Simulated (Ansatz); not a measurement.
# Li: a sweep of one setting

```
Li
1.0
     0.00000    2.20200    2.20200
     2.20200    0.00000    2.20200
     2.20200    2.20200    0.00000
Li
1
Direct
  0.00000 0.00000 0.00000
```

The cell is COD entry 9008473, as deposited and not checked against the literature; nothing was relaxed.

The calculation used Ansatz 0.2.0, DFT, PBE, all-electron LAPW, scalar-relativistic.

Settings: a Γ-centred 13×13×13 k mesh, Fermi–Dirac smearing of 0.08 eV, basis error target 0.25 meV/atom, no spin polarisation. One setting is then changed at a time.

```tsv
filling	energy at zero smearing less the base's (meV/atom)	P (GPa)	cutoff chosen (eV)
Fermi–Dirac 0.08 eV (base)	0.0	-0.67	81
tetrahedron	?	–	81
Gaussian 0.05 eV	0.8	-0.66	81
Fermi–Dirac 0.01 eV	0.9	-0.66	81
Fermi–Dirac 0.15 eV	?	-0.64	81
Methfessel–Paxton 0.2 eV	0.5	-0.68	81
```

Give the missing entry: row "Fermi–Dirac 0.15 eV", column "energy at zero smearing less the base's (meV/atom)".

-1.7.

What belongs in the row "tetrahedron", column "energy at zero smearing less the base's (meV/atom)"?

-3.2.
